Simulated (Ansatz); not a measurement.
The system is Pd.

```xyz
2
Lattice="2.7837 0.0000 0.0000 -1.3918 2.4107 0.0000 0.0000 0.0000 4.6289" Properties=species:S:1:pos:R:3 pbc="T T T"
Pd    0.0000    1.6071    1.1572
Pd    1.3918    0.8036    3.4717
```

This isn't the form of Pd at room conditions, which is fcc.

Base run:

```yaml
Program: Ansatz 0.2.0
Functional: LDA
Potentials_or_basis: Ansatz PAW
Cutoff: 420 eV
Density_cutoff: 1680 eV
k_mesh: 8 × 8 × 5
Occupations: fermi-dirac, width 0.05 eV
Spin: spin-orbit coupling, no magnetisation
```

Its results: band gap on the k mesh none (metal or under the smearing width); pressure -15.5 GPa.

Problem. The run is repeated on the same cell with these changes: functional from LDA to r2SCAN; cutoff from 420 eV to 500 eV; density cutoff from 1680 eV to 2000 eV. What comes out?

Solution. Band gap on the k mesh none (metal or under the smearing width); pressure -5.6 GPa.

Caveats: the PAW data sets come from PBE, with cores solved anew for the run's functional, which leaves a small shift of forces and pressure; so large a pressure means that the cell lies far from this level's equilibrium, or that cutoff or potentials fall short (some runs).

Not every run made on this cell is shown here.
